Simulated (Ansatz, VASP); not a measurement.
**Two plane-wave programs on Ge**

INCAR

```
  ALGO = Normal
  EDIFF = 1E-6
  EDIFFG = -0.01
  ENCUT = 600
  GGA = PE
  IBRION = 2
  ISIF = 3
  ISMEAR = 0
  LASPH = T
  LCHARG = F
  LREAL = F
  LWAVE = F
  NELM = 100
  NSW = 100
  PREC = Accurate
  SIGMA = 0.1
```

Contents of KPOINTS:

```
k-points
0
Gamma
  24 24 24
```

POSCAR

```
Ge
1.0
   -1.5327809337      1.6458190362      1.9175979558
    1.5327809337     -1.6458190362      1.9175979558
    1.5327809337      1.6458190362     -1.9175979558
Ge
1
Direct
    0.0000000000      0.5000000000      0.5000000000
```

Input for Ansatz:

```yaml
crystal:
  lattice:
    - [-1.5327809337, 1.6458190362, 1.9175979558]
    - [1.5327809337, -1.6458190362, 1.9175979558]
    - [1.5327809337, 1.6458190362, -1.9175979558]
  atoms:
    - { symbol: Ge, position: [0.0, 0.5, 0.5] }
basis:
  ecutwfc: 420
kpoints:
  mp_grid: { grid: [24, 24, 24] }
hamiltonian:
  xc: pbe
scf:
  occupations: { method: gaussian, width: 0.1 }
output:
  forces: true
  stress: true
  eigenvalues: true
relax:
  adjacent_minimum: "off"
  f_tol: 0.01
  max_steps: 80
  cell: { stress_tol: 0.05 }
```

Alike in both runs: task relaxation of cell and atoms; functional PBE; k mesh 24 × 24 × 24; occupations gaussian, width 0.1 eV; no spin polarisation.

|  | VASP | Ansatz |
| --- | --- | --- |
| version | VASP 6.6.1 | Ansatz 0.2.0 |
| potentials or method | VASP PAW PBE potentials, release 64 (Ge_d) | scalar-relativistic, plane waves, PAW |
| plane-wave cutoff (eV) | 600 | 420 |
| valence electrons in the cell | 14 | 14 |

Ansatz gave:

```
gap on the k mesh at the Fermi level, each at its own relaxed structure (eV) : none
relaxed volume (Å³/atom)                                                     : 19.38
relaxed cell length with the largest relative difference (Å)                 : 2.947
energy change over the relaxation (meV/atom)                                 : -3
```

**Question.** Estimate VASP's values.

**Answer.** gap on the k mesh at the Fermi level, each at its own relaxed structure (eV): none; relaxed volume (Å³/atom): 19.45; relaxed cell length with the largest relative difference (Å): 2.950; energy change over the relaxation (meV/atom): -3.

A gap of «none» marks a metal or a gap that the smearing closes.
